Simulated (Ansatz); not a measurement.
The system is HgSe.

```
CELL_PARAMETERS angstrom
0.00000 3.03900 3.03900
3.03900 0.00000 3.03900
3.03900 3.03900 0.00000
ATOMIC_POSITIONS crystal
Hg 0.00000 0.00000 0.00000
Se 0.75000 0.75000 0.75000
```

| Item | Value |
| --- | --- |
| Program | Ansatz 0.2.0 |
| Task | relaxation of cell and atoms |
| Functional | PBE |
| Dispersion | D3(BJ) |
| Potentials or basis | all-electron LAPW, scalar-relativistic |
| Basis error allowed | 0.001 eV/atom |
| k mesh | 8 × 8 × 8 |
| Occupations | fermi-dirac, width 0.05 eV |
| Spin | no spin polarisation |

At the start: volume 28.07 Å³/atom.

Question: Where does the relaxation end?

Answer: Over 5 steps the energy falls by 10.1 meV/atom and the volume is 29.40 Å³/atom (+4.8 %); space group F-43m (No. 216, to 0.05 Å).

The path:
| step | energy change (eV) | largest force (eV/Å) | volume (Å³) |
| --- | --- | --- | --- |
| 1 | 0.0000 | 0.0000 | 56.13 |
| 2 | -0.0184 | 0.0000 | 59.65 |
| 3 | -0.0202 | 0.0000 | 58.88 |
| 4 | -0.0202 | 0.0000 | 58.81 |
| 5 | -0.0202 | 0.0000 | 58.81 |

Final structure:
```
CELL_PARAMETERS angstrom
0.00000 3.08648 3.08648
3.08648 0.00000 3.08648
3.08648 3.08648 0.00000
ATOMIC_POSITIONS crystal
Hg 0.00000 0.00000 0.00000
Se 0.75000 0.75000 0.75000
```
